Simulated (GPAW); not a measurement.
Ca:

```
Ca
1.0
     0.00000    2.79420    2.79420
     2.79420    0.00000    2.79420
     2.79420    2.79420    0.00000
Ca
1
Direct
  0.00000 0.00000 0.00000
```

Base run:

* Program: GPAW 26.7.0
* Functional: RPBE
* Potentials or basis: the program's PAW data sets (release 1.2.1) made for this functional
* Cutoff: 600 eV
* Basis: pw
* k mesh: 8 × 8 × 8
* Occupations: fermi-dirac, width 0.05 eV
* Spin: no spin polarisation

Its results: band gap on the k mesh none (metal or under the smearing width); pressure 0.4 GPa.

Task: After a change of settings the same cell gave: band gap on the k mesh none (metal or under the smearing width); pressure -0.8 GPa. Which change was it?
A. functional from RPBE to revPBE
B. functional from RPBE to AM05; potentials or basis from the program's PAW data sets (release 1.2.1) made for this functional to PAW data sets generated in the run's folder for this functional
C. functional from RPBE to LDA

Result: B.
